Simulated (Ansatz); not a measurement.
An input for Ansatz 0.2.0 (In):

Contents of run.py:

```python
import json

import ase.io
import numpy as np

import ansatz as az

atoms = ase.io.read("POSCAR", format="vasp")

calculation = (
    az.Crystal.from_ase(atoms)
    .calculation()
    .kpoints(7, 7, 7)
    .functional("b3lyp", dispersion="d3bj")
    .pseudopotentials(kind="paw")
    .scf(extra_bands=6)
    .occupations(method="fermi_dirac", width=0.1)
    .density_of_states(energy_step=0.05, projected=True)
    .forces()
    .stress()
    .band_table(publish=True)
    .basis("high")
)
outcome = calculation.run(threads=2, events_out="events.jsonl")

report = outcome.report
for line in open("events.jsonl"):
    event = json.loads(line)
    if event["event"] == "scf_iter":
        d = event["data"]
        print(f"SCF {d['iter']:3d}  HF = {d['harris_foulkes_ev']:.6f} eV  dr2 = {d['dr2_ev']:.2e} eV")
    elif event["event"] in ("relax_step", "md_step"):
        d = event["data"]
        print(f"{event['event']} {d['step']:3d}  E = {d['lagrangian_ev']:.6f} eV")
np.set_printoptions(precision=5, suppress=True, linewidth=110)
print("converged:", report["converged"], "after", report["n_iterations"], "iterations")
print(f"free energy {report['free_energy_ev']:.6f} eV, Fermi level {report['fermi_energy_ev']:.4f} eV")
for key in ("band_edges_ev", "magnetization_mub", "site_moments_mub", "site_moments_nc_mub", "forces_ev_ang",
                "stress_gpa"):
    if report.get(key) is not None:
        print(key, np.array(report[key]), sep="\n")
```

Contents of POSCAR:

```
In
1.0
   -1.6254700000      1.6254700000      2.4737000000
    1.6254700000     -1.6254700000      2.4737000000
    1.6254700000      1.6254700000     -2.4737000000
In
1
Direct
    0.0000000000      0.0000000000      0.0000000000
```

Potentials or basis: Ansatz PAW.

Run with:

```bash
$ python run.py
```

Q: What does the program do with it?

A: The run stopped without a result. It printed:

Output:

```text
Traceback (most recent call last):
  File "run.py", line 22, in <module>
  [frames inside libraries left out]
ansatz.errors.InputError: .basis: cutoff (an energy: a number in eV, or e.g. 30 * az.Ry) is a number, got 'high'
```
